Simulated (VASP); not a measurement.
Set up this calculation in VASP 6.6.1, as the native input.

```yaml
Task: relaxation of cell and atoms
Functional: PBE
Potentials_or_basis: VASP PAW PBE potentials, release 64 (Mg, Te)
Cutoff: 600 eV
k_mesh: 9 × 9 × 4
Occupations: gaussian, width 0.02 eV
Spin: no spin polarisation
Dipole_correction: no
Further_INCAR_settings: ALGO = Normal; EDIFF = 1e-06; IBRION = 2; EDIFFG = -0.005; NSW = 100; ISIF = 3
```

The structure of MgTe lies in POSCAR:

```
MgTe
1.0
    4.6071654310      0.0000000000      0.0000000000
   -2.3035827155      3.9899223027      0.0000000000
    0.0000000000      0.0000000000      7.5055058358
Mg Te
2 2
Direct
    0.3333333333      0.6666666667      0.0044219831
    0.6666666667      0.3333333333      0.5044219831
    0.3333333333      0.6666666667      0.3805780169
    0.6666666667      0.3333333333      0.8805780169
```

The input as run:

INCAR

```
SYSTEM = MgTe
PREC = Accurate ; ENCUT = 600
EDIFF = 1E-6 ; ISMEAR = 0
SIGMA = 0.02 ; LREAL = .FALSE.
LASPH = .TRUE. ; NELM = 100
ALGO = Normal ; ISIF = 3
LWAVE = .FALSE. ; LCHARG = .FALSE.
GGA = PE ; IBRION = 2
NSW = 100 ; EDIFFG = -0.005
```

KPOINTS

```
regular mesh
0
G
  9 9 4
  0 0 0
```

Potentials or basis: VASP PAW PBE potentials, release 64 (Mg, Te).

Command:

```sh
$ cat potpaw_PBE.64/Mg/POTCAR potpaw_PBE.64/Te/POTCAR > POTCAR
$ mpirun -np 1 vasp_std > vasp.out
```

Results of the run:

```
Relaxed volume                         : 34.46 Å³/atom
Relaxed cell                           : a = 4.606 Å, b = 4.606 Å, c = 7.503 Å, α = 90.00°, β = 90.00°, γ = 120.00°
Space group after relaxing (to 0.05 Å) : P6_3mc (No. 186)
Energy gained by relaxing              : 0.0 meV/atom
Ionic steps                            : 2
Pressure after relaxing                : 0.0 GPa
Band gap on the k mesh                 : 2.37 eV, direct
```

Caveat: spin-orbit coupling is left out, which moves the levels of the heavy elements.

Run time: 2.4 min on 1 thread of Intel(R) Xeon(R) Platinum 8488C (Sapphire Rapids), on a shared host, peak memory 0.35 GiB.
